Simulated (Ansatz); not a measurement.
MgSe (rocksalt), relaxed with r2SCAN, was run in Ansatz under altered settings. All numbers are computed, without spin polarisation but where a row says otherwise.

```yaml
crystal:
  lattice:
    - [0.00000, 2.73627, 2.73627]
    - [2.73627, 0.00000, 2.73627]
    - [2.73627, 2.73627, 0.00000]
  atoms:
    - { symbol: Mg, position: [0.00000, 0.00000, 0.00000] }
    - { symbol: Se, position: [0.50000, 0.50000, 0.50000] }
```

The base run's other keys:
```yaml
kpoints:
  mp_grid: { grid: [6, 6, 6] }
hamiltonian:
  xc: r2scan
scf:
  occupations: { method: fixed }
  n_extra_bands: 4
```

It takes 6 iterations with 1037 plane waves at 500 eV and 16 k points, and leaves a mean stress of +0.01 GPa. The gap over this mesh is 2.475 eV. It ran on 4 threads of AMD EPYC 7R43 64-Core Processor (Zen 3), on a shared host.

Outcomes, with energy and stress as changes against the base:
```csv
setting,outcome,ΔF (meV/atom),Δ mean stress (GPa),gap on the mesh (eV),iterations,wall time
scf.occupations: gaussian 0.2,converged,0.0,0.00,2.475,6,1.2 s
scf.occupations: gaussian 0.001,converged,0.0,0.00,2.475,6,1.2 s
hamiltonian.dispersion: d4,converged,-107,-0.78,2.475,6,1.2 s
basis.ecutwfc: 300,"converged, warned",+31,-0.04,2.481,6,0.89 s
basis.ecutrho_ratio: 12,converged,0.0,0.00,2.475,6,2 s
scf.occupations: cold 0.001,converged,0.0,0.00,2.475,6,1.1 s
hamiltonian.dispersion: rvv10,converged,–,-0.66,2.449,6,2 s
scf.n_extra_bands: 24,converged,0.0,0.00,2.475,6,1.5 s
basis.ecutwfc: 200,"converged, warned",+2495,-2.59,2.576,7,0.7 s
scf.convergence.dr2_threshold: 0.0001,"converged, warned",0.0,0.0,2.475,6,1.5 s
hamiltonian.dispersion: d3bj,"converged, warned",-172,-1.37,2.475,6,1.2 s
scf.occupations: tetrahedron,"converged, warned",0.0,–,2.475,6,1.3 s
scf.occupations: fermi_dirac 0.2,converged,0.0,0.00,2.475,6,1.3 s
scf.max_iter: 3,not converged,–,–,–,3,0.92 s
```
A dash marks a value that wasn't obtained or can't be compared. Stress is positive in compression. The base took 1.6 s.

- hamiltonian.dispersion: d4. The free energy moves by -107 meV an atom, the mean stress by -0.78 GPa and the gap on the mesh by 0.000 eV (to 2.475). A pairwise correction adds to energy, forces and stress and leaves the bands alone.
- basis.ecutwfc: 300. 531 plane waves in place of 1037. The free energy moves by +31 meV an atom, the mean stress by -0.04 GPa and the gap on the mesh by +0.006 eV (to 2.481). The basis is too small: these are errors of the cutoff. Warned: cutoff below recommended.
- basis.ecutwfc: 200. 259 plane waves in place of 1037. The free energy moves by +2495 meV an atom, the mean stress by -2.59 GPa and the gap on the mesh by +0.100 eV (to 2.576). The basis is too small: these are errors of the cutoff. Warned: cutoff below recommended.
- scf.convergence.dr2_threshold: 0.0001. It converges in 6 iterations, as the base does. Even so loose a threshold leaves the results unchanged here, which can't be counted on. Warned: force scf threshold loose, stress scf threshold loose.
- hamiltonian.dispersion: d3bj. The free energy moves by -172 meV an atom, the mean stress by -1.37 GPa and the gap on the mesh by 0.000 eV (to 2.475). A pairwise correction adds to energy, forces and stress and leaves the bands alone. Warned: dispersion damping borrowed.
- scf.occupations: tetrahedron. Energy, stress and gap stay within 1 meV an atom, 0.1 GPa and 0.005 eV of the base. Warned: band table not solved further, tetrahedron derivatives may miss energy slope.
- scf.max_iter: 3. The calculation stopped without meeting its thresholds. It stopped after 3 iterations; the base needs 6. Nothing that it printed is a property of the solid. Error: did not converge after 3 iterations: dr2 = 7.59e-5 (threshold 1.00e-7), under the density mixer `msr1`, which `scf.mixing.algorithm: auto` chose by the deck's other keys (type `scf.mixing.algorithm: msr1` to keep it) […]

Within 1 meV an atom, 0.1 GPa and 0.005 eV of the base stay: scf.occupations: gaussian 0.2; scf.occupations: gaussian 0.001; basis.ecutrho_ratio: 12; scf.occupations: cold 0.001; scf.n_extra_bands: 24; scf.convergence.dr2_threshold: 0.0001; scf.occupations: tetrahedron; scf.occupations: fermi_dirac 0.2.

The runs are scalar-relativistic, without spin-orbit coupling.
